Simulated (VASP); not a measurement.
**ZnS: band structure with PBEsol**

**What was measured.**

“Electronic, vibrational, and thermodynamic properties of ZnS (zincblende and rocksalt structure)”, 2009, arxiv:0911.5022 quotes, for a bulk crystal of ZnS at 19 K: band gap 3.85 eV (direct).

The system is ZnS.

```
Zn S
1.0
     0.00000    2.68040    2.68040
     2.68040    0.00000    2.68040
     2.68040    2.68040    0.00000
Zn S
1 1
Direct
  0.00000 0.00000 0.00000
  0.75000 0.75000 0.75000
```

The cell is a database's computed one.

| Quantity | Value |
| --- | --- |
| Program | VASP 6.6.1 |
| Task | band structure |
| Functional | PBEsol |
| Potentials or basis | VASP PAW PBE potentials, release 64 (Zn, S) |
| Cutoff | 520 eV |
| k mesh | 10 × 10 × 10 |
| Occupations | gaussian, width 0.02 eV |
| Spin | no spin polarisation |
| Further INCAR settings | ALGO = Normal; EDIFF = 1e-06 |

The band gap on the k mesh is 2.08 eV, direct and the band gap along the path is 2.08 eV, direct.

Levels at the corners of the path, in eV from the valence-band top:
| point | band 5 | band 6 | band 7 | band 8 | band 9 | band 10 | band 11 | band 12 | band 13 |
| --- | --- | --- | --- | --- | --- | --- | --- | --- | --- |
| Γ | -5.94 | -5.94 | 0.00 | 0.00 | 0.00 | 2.08 | 6.29 | 6.29 | 6.29 |
| X | -5.86 | -5.72 | -4.70 | -2.34 | -2.34 | 3.18 | 3.96 | 11.00 | 12.04 |
| X | -5.86 | -5.72 | -4.70 | -2.34 | -2.34 | 3.18 | 3.96 | 11.00 | 12.04 |
| W | -5.98 | -5.52 | -4.75 | -2.92 | -2.85 | 5.56 | 6.10 | 7.81 | 8.08 |
| W | -5.98 | -5.52 | -4.75 | -2.92 | -2.85 | 5.56 | 6.10 | 7.81 | 8.08 |
| K | -5.91 | -5.58 | -4.79 | -3.28 | -1.90 | 3.97 | 5.94 | 9.34 | 9.78 |
| K | -5.91 | -5.58 | -4.79 | -3.28 | -1.90 | 3.97 | 5.94 | 9.34 | 9.78 |
| Γ | -5.94 | -5.94 | 0.00 | 0.00 | 0.00 | 2.08 | 6.29 | 6.29 | 6.29 |
| Γ | -5.94 | -5.94 | 0.00 | 0.00 | 0.00 | 2.08 | 6.29 | 6.29 | 6.29 |
| L | -5.91 | -5.74 | -5.52 | -0.91 | -0.91 | 3.24 | 6.82 | 6.82 | 8.79 |
| L | -5.91 | -5.74 | -5.52 | -0.91 | -0.91 | 3.24 | 6.82 | 6.82 | 8.79 |
| U | -5.91 | -5.58 | -4.79 | -3.28 | -1.90 | 3.97 | 5.94 | 9.34 | 9.78 |
| U | -5.91 | -5.58 | -4.79 | -3.28 | -1.90 | 3.97 | 5.94 | 9.34 | 9.78 |
| W | -5.98 | -5.52 | -4.75 | -2.92 | -2.85 | 5.56 | 6.10 | 7.81 | 8.08 |
| W | -5.98 | -5.52 | -4.75 | -2.92 | -2.85 | 5.56 | 6.10 | 7.81 | 8.08 |
| L | -5.91 | -5.74 | -5.52 | -0.91 | -0.91 | 3.24 | 6.82 | 6.82 | 8.79 |
| L | -5.91 | -5.74 | -5.52 | -0.91 | -0.91 | 3.24 | 6.82 | 6.82 | 8.79 |
| K | -5.91 | -5.58 | -4.79 | -3.28 | -1.90 | 3.97 | 5.94 | 9.34 | 9.78 |
| U | -5.91 | -5.58 | -4.79 | -3.28 | -1.90 | 3.97 | 5.94 | 9.34 | 9.78 |
| X | -5.86 | -5.72 | -4.70 | -2.34 | -2.34 | 3.18 | 3.96 | 11.00 | 12.04 |

Run time: 45 s on 1 thread of Intel(R) Xeon(R) Platinum 8375C CPU @ 2.90GHz (Ice Lake) (shared host), peak memory 0.18 GiB.

A measured gap of ZnS is 3.85 eV (direct; 19 K; quoted in “Electronic, vibrational, and thermodynamic properties of ZnS (zincblende and rocksalt structure)”, 2009, arxiv:0911.5022); the calculated 2.08 eV misses it by -1.77 eV. The value is that of PBEsol, without temperature or zero-point motion. Semilocal functionals fall short of measured gaps as a rule. The cell is a database's relaxed one, not the measured one, which moves gaps too.

Caveat: the log is that of the step along the path at fixed density, whose energy, stress, charges and moments have no meaning.
